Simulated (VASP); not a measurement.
Consider the following.

```
CsPbI3
1.0
    6.35380     0.00000     0.00000
    0.00000     6.35380     0.00000
    0.00000     0.00000     6.35380
Cs Pb I
1 1 3
Direct
  0.00000   0.00000   0.00000
  0.50000   0.50000   0.50000
  0.50000   0.00000   0.50000
  0.00000   0.50000   0.50000
  0.50000   0.50000   0.00000
```

These are PBE GGA, VASP's PBE PAW potentials (set 64) (plane waves; VASP) values and carry that method's errors. Run with 400 eV cut-off, Gaussian smearing of 0.050 eV, potentials Cs_sv Pb_d I.

Unless said otherwise, spin-orbit coupling is left out, though it shifts the bands of the heavy elements here.

Task: Estimate the band gap (along the path) with the smallest direct gap where there is one.

Result: 
| Item | Value |
|---|---|
| band gap (along the path) | 1.42 eV |
| smallest direct gap (along the path) | 1.42 eV |

The compound is CsPbI3 in the cubic perovskite structure, the ideal cubic form; the compound distorts at low or room temperature. It was relaxed first.
